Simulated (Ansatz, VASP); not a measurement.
## MgI2: VASP beside Ansatz

```
CELL_PARAMETERS angstrom
4.13879 0.00000 0.00000
-2.06940 3.58430 0.00000
0.00000 0.00000 7.68470
ATOMIC_POSITIONS crystal
Mg 0.00000 0.00000 0.00000
I 0.33333 0.66667 0.79739
I 0.66667 0.33333 0.20261
```

Alike in both runs: task single point; functional PBE; k mesh 6 × 6 × 4; occupations gaussian, width 0.05 eV; no spin polarisation.

```csv
,VASP,Ansatz
version,VASP 6.6.1,Ansatz 0.2.0
potentials or method,"VASP PAW PBE potentials, release 64 (Mg, I)","scalar-relativistic, plane waves, PAW"
plane-wave cutoff (eV),520,520
valence electrons in the cell,16,44
```

```csv
,VASP,Ansatz,Ansatz less VASP
gap on the k mesh at the Fermi level (eV),3.79,3.81,+0.017
least direct gap on the mesh (eV),4.11,4.13,+0.012
pressure (GPa),2.8,2.8,+0.05
largest component of the traceless stress (GPa),0.55,0.55,-0.009
rms of the force components (eV/Å),0.359,0.363,+0.0041
```

Atom by atom the forces differ by 0.004 eV/Å (rms over components). The two sets of potentials don't hold the same shells in valence.

Caveats: spin-orbit coupling is left out, which moves the levels of the heavy elements; this functional lacks dispersion, which binds the layers, so the pressure and a relaxed spacing across them are unreliable. A k mesh can miss the band edges.
